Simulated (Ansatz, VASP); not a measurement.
# Al: VASP beside Ansatz

```xyz
1
Lattice="0.0000 1.8758 1.8758 1.8758 0.0000 1.8758 1.8758 1.8758 0.0000" Properties=species:S:1:pos:R:3 pbc="T T T"
Al    0.0000    0.0000    0.0000
```

Change from the starting cell: volume scaled by 0.8, norm-conserving files.

Alike in both runs: task single point; functional PBE; k mesh 18 × 18 × 18; occupations fermi-dirac, width 0.05 eV; no spin polarisation.

|  | VASP | Ansatz |
| --- | --- | --- |
| version | VASP 6.6.1 | Ansatz 0.2.0 |
| potentials or method | VASP PAW PBE potentials, release 64 (Al) | norm-conserving pseudopotentials, scalar-relativistic |
| plane-wave cutoff (eV) | 520 | 544 |
| valence electrons in the cell | 3 | 3 |

Ansatz gave:

```
pressure (GPa) : 28.2
```

Problem. Which values does VASP return?

Solution. Pressure (GPa): 28.4.

Caveats: so large a pressure means that the cell lies far from this level's equilibrium, or that cutoff or potentials fall short (VASP).
